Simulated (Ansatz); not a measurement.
SiO₂: frozen-core PAW against all-electron methods

```
CELL_PARAMETERS angstrom
-2.37405 2.37405 3.74400
2.37405 -2.37405 3.74400
2.37405 2.37405 -3.74400
ATOMIC_POSITIONS crystal
Si 0.00000 0.00000 0.00000
Si 0.75000 0.25000 0.50000
O 0.99838 0.62500 0.87338
O 0.37500 0.24838 0.37338
O 0.75162 0.12500 0.12662
O 0.87500 0.00162 0.62662
```

Atom numbers follow the list: Si1, Si2, O3, O4, O5, O6.

The cell is COD entry 9006285, as deposited and not checked against the literature; nothing was relaxed.

Methods: DFT, PBE, PAW with Ansatz's default frozen-core files, scalar-relativistic (Ansatz 0.2.0); DFT, PBE, all-electron PAW with datasets made for the crystal, scalar-relativistic (Ansatz 0.2.0); DFT, PBE, all-electron LAPW, scalar-relativistic (Ansatz 0.2.0).

For PAW: a Γ-centred 7×7×7 k mesh, Fermi–Dirac smearing of 0.03 eV, cutoff 420 eV, no spin polarisation. The crystal-made all-electron datasets (AE datasets) take a cutoff of 540 eV at this cell. LAPW targets a basis error of 1 meV/atom. The Ansatz runs share mesh, smearing and spin set-up. Plane-wave (PAW) pressures include the program's estimate of the Pulay term.

Stress and pressure are positive in compression.

Levels count from the top of the valence band.

```csv
quantity,PAW,AE datasets,LAPW
pressure (GPa),3.52,3.51,3.51
stress xx (GPa),4.18,4.17,4.17
stress zz (GPa),2.22,2.20,2.20
"force on O3, y (eV/Å)",0.131,0.131,0.130
band gap (eV),6.043,6.051,6.051
highest filled level at Γ (eV),0.000,0.000,0.000
lowest empty level at Γ (eV),6.043,6.051,6.051
highest filled level at P (eV),-0.296,-0.297,-0.297
lowest empty level at P (eV),9.433,9.437,9.437
highest filled level at M (eV),-0.103,-0.103,-0.103
lowest empty level at M (eV),9.060,9.063,9.063
```

PAW's pressure differs from the LAPW value by about 0.01 GPa or less. Datasets made for the crystal and LAPW share parts of one code, so their agreement isn't an independent check.
